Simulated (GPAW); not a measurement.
PbS (Galena): single point with HF

Crystal: PbS (Galena).

```xyz
2
Lattice="4.1942 0.0000 0.0000 2.0971 3.6323 0.0000 2.0971 1.2108 3.4246" Properties=species:S:1:pos:R:3 pbc="T T T"
Pb    0.0000    0.0000    0.0000
S     4.1942    2.4215    1.7123
```

```
Program             : GPAW 26.7.0
Task                : single point
Functional          : HF
Potentials or basis : GPAW PAW data sets (gpaw-data 1.2.1)
Cutoff              : 450 eV
Basis               : pw
k mesh              : 4 × 4 × 4
Occupations         : fermi-dirac, width 0.05 eV
Spin                : no spin polarisation
```

```json
{"Band gap on the k mesh": "5.27 eV, direct"}
```

Levels at points of the mesh, in eV from the valence-band top:
| k point | band 6 | band 7 | band 8 | band 9 | band 10 | band 11 |
| --- | --- | --- | --- | --- | --- | --- |
| (0.00, 0.00, 0.00) | -19.97 | -7.49 | -3.94 | -3.94 | -3.94 | 11.53 |
| (0.50, 0.50, 0.00) | -17.81 | -9.25 | -8.00 | -5.63 | -5.63 | 9.09 |
| (0.50, 0.50, 0.50) | -18.46 | -12.24 | -3.47 | -3.47 | 0.00 | 5.27 |

It took 33 min on 1 thread of AMD EPYC 9R45 (Zen 5) (shared host), peak memory 0.34 GiB.

Caveat: the k mesh is coarse (spacing up to 0.46 Å⁻¹), so the values aren't converged, least of all with exact exchange; exact exchange converges slowly with the k mesh, and this mesh is small; spin-orbit coupling is left out, which as a rule narrows the gap of such compounds by several tenths of an eV. A k mesh can miss the band edges.
